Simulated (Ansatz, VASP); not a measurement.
Two plane-wave programs on CdS

The input INCAR:

```
ALGO = Normal
EDIFF = 1E-7
ENCUT = 520
GGA = PS
ISIF = 2
ISMEAR = 0
LASPH = T
LCHARG = F
LREAL = F
LWAVE = F
NBANDS = 16
NELM = 100
PREC = Accurate
SIGMA = 0.05
```

The input KPOINTS:

```
k-points
0
Gamma
  8 8 8
```

The input POSCAR:

```
CdS
1.0
    0.0000000000      2.8926241181      2.8926241181
    2.8926241181      0.0000000000      2.8926241181
    2.8926241181      2.8926241181      0.0000000000
Cd S
1 1
Direct
    0.0000000000      0.0000000000      0.0000000000
    0.7500000000      0.7500000000      0.7500000000
```

Input for Ansatz:

```yaml
crystal:
  lattice:
    - [0.0, 2.8926241181, 2.8926241181]
    - [2.8926241181, 0.0, 2.8926241181]
    - [2.8926241181, 2.8926241181, 0.0]
  atoms:
    - { symbol: Cd, position: [0.0, 0.0, 0.0] }
    - { symbol: S, position: [0.75, 0.75, 0.75] }
basis:
  ecutwfc: 420
  ecutrho_ratio: 4
kpoints:
  mp_grid: { grid: [8, 8, 8] }
hamiltonian:
  xc: pbesol
scf:
  occupations: { method: gaussian, width: 0.05 }
output:
  forces: true
  stress: true
  eigenvalues: true
```

Alike in both runs: task single point; functional PBEsol; k mesh 8 × 8 × 8; occupations gaussian, width 0.05 eV; no spin polarisation.

|  | VASP | Ansatz |
| --- | --- | --- |
| version | VASP 6.6.1 | Ansatz 0.2.0 |
| potentials or method | VASP PAW PBE potentials, release 64 (Cd, S) | scalar-relativistic, plane waves, PAW |
| plane-wave cutoff (eV) | 520 | 420 |
| valence electrons in the cell | 18 | 26 |

Ansatz gave:

```
gap on the k mesh at the Fermi level (eV) : 1.05
least direct gap on the mesh (eV)         : 1.05
pressure (GPa)                            : 1.3
```

Q: Estimate VASP's values.

A: gap on the k mesh at the Fermi level (eV): 1.06; least direct gap on the mesh (eV): 1.06; pressure (GPa): 1.7.

The two sets of potentials don't hold the same shells in valence.

Caveats: the PAW data sets were made with another functional, which shifts forces and pressure a little (VASP). A hybrid or GW would open this gap; PBEsol tends to underestimate it.
